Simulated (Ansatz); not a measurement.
Electric field gradients in Si under strain

The cell is a COD entry, relaxed with PBE at fixed cell and then changed (z compressed by 3 %, ions relaxed).

```yaml
crystal:
  lattice:
    - [0.00000, 2.71535, 2.63389]
    - [2.71535, 0.00000, 2.63389]
    - [2.71535, 2.71535, 0.00000]
  atoms:
    - { symbol: Si, position: [0.00000, 0.00000, 0.00000] }
    - { symbol: Si, position: [0.25000, 0.25000, 0.25000] }
```

Atom numbers follow the list; atoms alike are taken as one site, whose name carries the number of the first.

The numbers come from a DFT calculation in Ansatz (PBE, plane waves and PAW, scalar-relativistic, 420 eV cutoff, Γ-centred 14×14×14 k-points, Fermi–Dirac smearing 0.02 eV).

C_Q = eQV_zz/h, which is 24.18 MHz for Q = 1 b and V_zz = 10²¹ V/m²; η = (V_xx − V_yy)/V_zz.

| site | atoms (order as listed) | first shell | V_zz (10²¹ V/m²) | η | C_Q (MHz) |
| --- | --- | --- | --- | --- | --- |
| Si | 1, 2 | 4 Si at 2.33 Å | 0.040 | 0.00 | – |

An axis of threefold or higher order runs through Si, so V_zz lies along it and η is zero.

Si has no stable isotope with a ground-state quadrupole moment in the table, so no C_Q is given.

With a gap of 0.2 eV on this mesh, the gradients can still move by some per cent as the k-mesh gets denser. At this changed cell the PBE pressure is 5 GPa.

The relaxation (1 step) took 3.4 s of wall time (3.4 s of CPU time) and 0.45 GiB at its peak, on 1 thread of Intel Xeon 6975P-C (Granite Rapids) (x86_64; 16 cores open to the job, memory cap 3.0 GiB, no GPU), a shared host with a load of 0.1 a core.
